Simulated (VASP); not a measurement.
# Settings for Pd: relaxation of the cell

Pd, Fm-3m (no. 225), 1 atom in the cell. PBE with D3(BJ); PAW potentials Pd (PBE set). VASP 6.6.1. The cell is changed on purpose: volume scaled by 0.95.

Wanted: cell volume within 0.05 %; lattice lengths within 0.03 %; shortest distances from each atom, periodic images included within 0.002 Å.

What the run is for: cell; Accuracy asked: tight.

The series start from Plane-wave cutoff (eV): 380; Smearing width (eV): 0.07; k-point mesh: 13 × 13 × 13; Relaxation passes: 2; Ionic threshold (EDIFFG): -0.005; Electronic threshold (eV): 1e-6; Precision mode (PREC): Accurate; Relaxation algorithm: IBRION=2 POTIM=0.5. Each series keeps the choices made before it, and each single choice may use up half of a tolerance. Times cover all steps of a run.

## Plane-wave cutoff (eV)

| Plane-wave cutoff (eV) | Cell volume (Å³) | Lattice lengths, largest deviation against the largest value | Shortest distances from each atom, periodic images included, largest deviation (Å) | Time (s) |
|---|---|---|---|---|
| 250 | 14.4 | 0.69 % | 0.0190 | 13 |
| 290 | 14.7 | 0.0087 % | 0.0002 | 12 |
| 320 | 14.64 | 0.12 % | 0.0033 | 17 |
| 380 | 14.64 | 0.13 % | 0.0035 | 30 |
| 440 | 14.7 | 0.0018 % | 0.0001 | 30 |
| 520 | 14.7 | 0.0055 % | 0.0001 | 29 |
| 650 (reference) | 14.7 | 0 % | 0.0000 | 30 |

Chosen: 440, the loosest value from which every tighter one stays within half of the tolerance.

## Smearing width (eV)

| Smearing width (eV) | Cell volume (Å³) | Lattice lengths, largest deviation against the largest value | Shortest distances from each atom, periodic images included, largest deviation (Å) | Time (s) |
|---|---|---|---|---|
| 0.3 | 14.73 | 0.081 % | 0.0022 | 32 |
| 0.2 | 14.71 | 0.037 % | 0.0010 | 29 |
| 0.15 | 14.7 | 0.018 % | 0.0005 | 33 |
| 0.1 | 14.7 | 0.0066 % | 0.0002 | 28 |
| 0.07 | 14.7 | 0.0029 % | 0.0001 | 30 |
| 0.04 (reference) | 14.7 | 0 % | 0.0000 | 28 |

Chosen: 0.1.

## k-point mesh

| k-point mesh | Cell volume (Å³) | Lattice lengths, largest deviation against the largest value | Shortest distances from each atom, periodic images included, largest deviation (Å) | Time (s) |
|---|---|---|---|---|
| 5 × 5 × 5 | 14.88 | 0.41 % | 0.0113 | 11 |
| 7 × 7 × 7 | 14.75 | 0.11 % | 0.0031 | 13 |
| 9 × 9 × 9 | 14.66 | 0.093 % | 0.0026 | 18 |
| 11 × 11 × 11 | 14.72 | 0.05 % | 0.0014 | 22 |
| 13 × 13 × 13 | 14.7 | 0.0014 % | 0.0000 | 28 |
| 16 × 16 × 16 (reference) | 14.7 | 0 % | 0.0000 | 44 |

Chosen: 13 × 13 × 13.

## Relaxation passes

| Relaxation passes | Cell volume (Å³) | Lattice lengths, largest deviation against the largest value | Shortest distances from each atom, periodic images included, largest deviation (Å) | Time (s) |
|---|---|---|---|---|
| 1 | 14.69 | 0.013 % | 0.0004 | 20 |
| 2 | 14.7 | 0 % | 0.0000 | 28 |
| 3 (reference) | 14.7 | 0 % | 0.0000 | 40 |

Chosen: 2.

## Ionic threshold (EDIFFG)

| Ionic threshold (EDIFFG) | Cell volume (Å³) | Lattice lengths, largest deviation against the largest value | Shortest distances from each atom, periodic images included, largest deviation (Å) | Time (s) |
|---|---|---|---|---|
| -0.05 | 14.71 | 0.019 % | 0.0005 | 23 |
| -0.02 | 14.71 | 0.019 % | 0.0005 | 24 |
| -0.01 | 14.69 | 0.013 % | 0.0004 | 30 |
| -0.005 | 14.7 | 0 % | 0.0000 | 28 |
| -0.002 (reference) | 14.7 | 0 % | 0.0000 | 54 |

Chosen: -0.005.

## Electronic threshold (eV)

| Electronic threshold (eV) | Cell volume (Å³) | Lattice lengths, largest deviation against the largest value | Shortest distances from each atom, periodic images included, largest deviation (Å) | Time (s) |
|---|---|---|---|---|
| 0.0001 | 14.69 | 0.012 % | 0.0003 | 25 |
| 1e-5 | 14.69 | 0.012 % | 0.0003 | 28 |
| 1e-6 | 14.7 | 0.0033 % | 0.0001 | 28 |
| 1e-7 (reference) | 14.7 | 0 % | 0.0000 | 38 |

Chosen: 1e-6.

## Precision mode (PREC)

| Precision mode (PREC) | Cell volume (Å³) | Lattice lengths, largest deviation against the largest value | Shortest distances from each atom, periodic images included, largest deviation (Å) | Time (s) |
|---|---|---|---|---|
| Normal | 14.7 | 0 % | 0.0000 | 15 |
| Accurate (reference) | 14.7 | 0 % | 0.0000 | 28 |

Chosen: Normal.

## Relaxation algorithm

| Relaxation algorithm | Cell volume (Å³) | Lattice lengths, largest deviation against the largest value | Shortest distances from each atom, periodic images included, largest deviation (Å) | Time (s) |
|---|---|---|---|---|
| IBRION=2 POTIM=0.5 | 14.7 | 0 % | 0.0000 | 15 |
| IBRION=2 POTIM=0.2 | 14.7 | 0.00036 % | 0.0000 | 12 |
| IBRION=1 POTIM=0.5 | 14.7 | 0 % | 0.0000 | 15 |
| IBRION=1 POTIM=0.2 | 14.7 | 0.00036 % | 0.0000 | 12 |

Chosen: IBRION=2 POTIM=0.5; no other choice that stays within half of the tolerance saves 30 % of the time.

## All choices together

| Input | Cell volume (Å³) | Lattice lengths, largest deviation against the largest value | Shortest distances from each atom, periodic images included, largest deviation (Å) | Time (s) |
|---|---|---|---|---|
| the program's defaults (naive) | 14.3 | 0.9 % | 0.0248 | 4.1 |
| chosen settings | 14.7 | 0.015 % | 0.0004 | 15 |
| reference settings throughout | 14.69 | 0 % | 0.0000 | 51 |

The tolerance is met.

Values of the reference run: Lattice lengths: 2.749, 2.749, 2.749 Å; Shortest distances from each atom, periodic images included: 2.749, 2.749, 2.749, 2.749 Å.

## The input

INCAR.step1:
```
GGA = PE
IVDW = 12
ISMEAR = 0
SIGMA = 0.1
LWAVE = False
LCHARG = False
NSW = 80
PREC = Normal
LASPH = True
LREAL = False
ALGO = Normal
EDIFF = 1E-6
NELM = 120
GGA_COMPAT = False
IBRION = 2
ISIF = 3
EDIFFG = -0.005
NELMIN = 4
ENCUT = 440
POTIM = 0.5
```

INCAR.step3, as INCAR.step1 but for:
```
- NSW = 80
- IBRION = 2
- ISIF = 3
- EDIFFG = -0.005
- NELMIN = 4
- POTIM = 0.5
+ ISIF = 2
```

KPOINTS:
```
Automatic mesh
0
Gamma
  13 13 13
  0 0 0
```

POSCAR.step1:
```
Pd
1.0
    0.0000000000      1.9135020999      1.9135020999
    1.9135020999      0.0000000000      1.9135020999
    1.9135020999      1.9135020999      0.0000000000
Pd
1
Direct
    0.0000000000      0.0000000000      0.0000000000
```

Commands (each step's output is kept before the next begins):
```
cat potpaw_PBE.64/Pd/POTCAR > POTCAR
cp INCAR.step1 INCAR
cp POSCAR.step1 POSCAR
mpirun -np 1 vasp_std > vasp.out
cp CONTCAR POSCAR
mpirun -np 1 vasp_std > vasp.out
cp CONTCAR POSCAR
cp INCAR.step3 INCAR
mpirun -np 1 vasp_std > vasp.out
```

The chosen input took VASP 6.6.1 15 s on 1 core (Intel Xeon Platinum 8559C (Emerald Rapids)), a shared host.

## An input that fails: too few ionic steps

It gives no converged result.

Changes against the starting input:
```
- NSW = 80
- NELM = 120
+ NSW = 2
+ NELM = 93
```
